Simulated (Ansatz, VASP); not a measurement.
# Fe: VASP beside Ansatz

```
CELL_PARAMETERS angstrom
-1.41559 1.41559 1.41559
1.41559 -1.41559 1.41559
1.41559 1.41559 -1.41559
ATOMIC_POSITIONS crystal
Fe 0.00000 0.00000 0.00000
```

Alike in both runs: task single point; functional PBE; k mesh 22 × 22 × 22; occupations gaussian, width 0.05 eV; no spin polarisation.

|  | VASP | Ansatz |
| --- | --- | --- |
| version | VASP 6.6.1 | Ansatz 0.2.0 |
| potentials or method | VASP PAW PBE potentials, release 64 (Fe) | scalar-relativistic, plane waves, PAW |
| plane-wave cutoff (eV) | 520 | 420 |
| valence electrons in the cell | 8 | 16 |

Ansatz gave:

| Item | Value |
| --- | --- |
| gap on the k mesh at the Fermi level (eV) | none |
| pressure (GPa) | -17.7 |

Question: Estimate VASP's values.

Answer: gap on the k mesh at the Fermi level (eV): none; pressure (GPa): -18.0.

A gap of «none» marks a metal or a gap that the smearing closes. The two sets of potentials don't hold the same shells in valence.

Caveats: so large a pressure means that the cell lies far from this level's equilibrium, or that cutoff or potentials fall short (VASP); the run has no spin polarisation, though such a crystal can be magnetic. Spin polarisation is off, so any magnetic state and its effect on volume and gap are missing.
